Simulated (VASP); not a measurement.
A run of VASP 6.6.1 is set up as follows.

File INCAR:

```
ALGO = Normal
DIPOL = 0.5 0.5 0.500
EDIFF = 1E-7
ENCUT = 520
GGA = PS
IDIPOL = 3
ISIF = 2
ISMEAR = 0
KPAR = 8
LASPH = T
LCHARG = T
LDIPOL = T
LREAL = F
LVACPOTAV = T
LVHAR = T
LWAVE = F
NELM = 100
PREC = Accurate
SIGMA = 0.05
```

KPOINTS

```
k-points
0
Gamma
  4 6 1
```

The input POSCAR:

```
GaP
1.0
    5.4505000000      0.0000000000      0.0000000000
    0.0000000000      3.8540855110      0.0000000000
    0.0000000000      0.0000000000     18.4892992855
Ga P
8 8
Direct
    0.5000000000      0.5000000000      0.1352133448
    0.0000000000      1.0000000000      0.2394381035
    0.5000000000      0.5000000000      0.3436628621
    0.0000000000      1.0000000000      0.4478876207
    0.5000000000      0.5000000000      0.5521123793
    0.0000000000      0.0000000000      0.6563371379
    0.5000000000      0.5000000000      0.7605618965
    0.0000000000      1.0000000000      0.8647866552
    0.7500000000      0.0000000000      0.1352133448
    0.2500000000      0.5000000000      0.2394381035
    0.7500000000      0.0000000000      0.3436628621
    0.2500000000      0.5000000000      0.4478876207
    0.7500000000      1.0000000000      0.5521123793
    0.2500000000      0.5000000000      0.6563371379
    0.7500000000      0.0000000000      0.7605618965
    0.2500000000      0.5000000000      0.8647866552
```

Potentials or basis: VASP PAW PBE potentials, release 64 (Ga_d, P).

Run with:

```console
$ cat potpaw_PBE.64/Ga_d/POTCAR potpaw_PBE.64/P/POTCAR > POTCAR
$ mpirun -np 8 vasp_std > vasp.out
```

Problem. What does it give for the largest force?

Solution. 1.937 eV/Å.

Problem. What does it give for the band gap on the k mesh?

Solution. 0.63 eV, indirect (least direct gap 0.73 eV).

Forces in eV/Å, atoms in the order of the input:
```
Ga   1.292  0.000  1.443
Ga  -0.315  0.000  0.191
Ga   0.271  0.000  0.126
Ga  -0.033  0.000 -0.010
Ga  -0.033  0.000  0.010
Ga   0.271  0.000 -0.126
Ga  -0.315  0.000 -0.191
Ga   1.292  0.000 -1.443
P   -0.427  0.000 -1.308
P   -0.683  0.000 -0.530
P   -0.037  0.000  0.125
P   -0.068  0.000 -0.103
P   -0.068  0.000  0.103
P   -0.037  0.000 -0.125
P   -0.683  0.000  0.530
P   -0.427  0.000  1.308
```

Caveat: the PAW data sets were made with another functional, which shifts forces and pressure a little. Expect the measured gap to be larger: semilocal functionals such as PBEsol lack the derivative discontinuity.
